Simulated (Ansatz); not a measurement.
# A series in space group P6_3/mmc

All 3 crystals share space group P6_3/mmc (No. 194) and the same kinds of sites, 6 atoms in the primitive cell. They are database entries and needn't be the stable phases. The set is a selection: crystals with gaps under 0.25 eV or edges off the refined points were left out. Cells are relaxed by PAW under the functional.

Quantity: Kohn-Sham band edges (the gap between refined extrema, the direct gap on the fine mesh). Level: LDA, all-electron LAPW in Ansatz 0.2.0, scalar-relativistic.

```
crystal      cell (conventional)  fine k mesh  smearing (eV)  gap (eV)  least direct gap (eV)  electron conductivity mass (mₑ)  ε∞ without local fields (PAW)
  Te₂Mo  a = 3.473, c = 13.775 Å      10×10×2           none      0.64                   1.20                            0.441                          19.36
  MoSe₂  a = 3.248, c = 12.739 Å      10×10×4           none         ?                      ?                                ?                              ?
   WSe₂  a = 3.250, c = 12.820 Å      10×10×4           none      0.86                   1.86                            0.429                          14.58
```

Q: What did the calculation give for MoSe₂?

A: gap = 0.72 eV, least direct gap = 1.65 eV, electron conductivity mass = 0.495 mₑ, ε∞ without local fields (PAW) = 15.99.

Known limits: no spin-orbit coupling on heavy atoms; semilocal gaps are low, and light masses and ε∞ follow the gap; no dispersion correction, so the spacing and stiffness between layers or molecules are poor.
